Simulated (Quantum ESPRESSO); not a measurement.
Runs of Quantum ESPRESSO 7.5 on HfO2. It takes space group Fm-3m (No. 225, cubic). Conventional cell: a = 5.115 Å, b = 5.115 Å, c = 5.115 Å, α = 90.00°, β = 90.00°, γ = 90.00°. Around Hf (site symmetry m-3m) lie 8 O at 2.21 Å. Around O (site symmetry -43m) lie 4 Hf at 2.21 Å. Measurements of this composition are mostly on another form, of space group No. 14.

```tsv
task	level	potentials or basis	spin	U	cell	k mesh	cutoff (eV)	mixing beta	q mesh	iterations	k mesh for the Wannier functions	projections	mesh quality	gap on the mesh (eV)	pressure (GPa)
Wannier functions	PBE	JTH 2.0 PBE	off	-	as given	5 × 5 × 5	490	0.5	-	0	5 × 5 × 5	Hf spd, O sp	coarse	4.02	-
dielectric tensor	PBE	PseudoDojo 0.4.1 SR PBE standard	off	-	as given	6 × 6 × 6, shifted	1143	0.5	-	-	-	-	not flagged	-	(a)
Hubbard U by linear response	PBE+U	JTH 2.0 PBE	off	Hf d U = 4 eV	as given	6 × 6 × 6	490	0.3	3 × 3 × 3	-	-	-	not flagged	4.59	-
dielectric tensor	PBE	PseudoDojo 0.4 FR PBE standard	SOC, no magnetisation	-	as given	6 × 6 × 6, shifted	1143	0.5	-	-	-	-	not flagged	-	-4.8
```

Alike in all rows: smearing fermi-dirac 0.05 eV.

Fill in the values left out.

(a) -4.9.

Caveats: some runs use coarse meshes; the cutoff is low for these files, which shifts pressure and relaxed volume (some runs); spin-orbit coupling is left out, which moves the levels of the heavy elements (some runs); the cell is more than 3 GPa from zero pressure, which shifts response properties (some runs); the mesh misses the band edges, which the band path finds closer together (some runs).

A k mesh can miss the band edges, and rows without SOC leave out spin-orbit coupling on Hf.
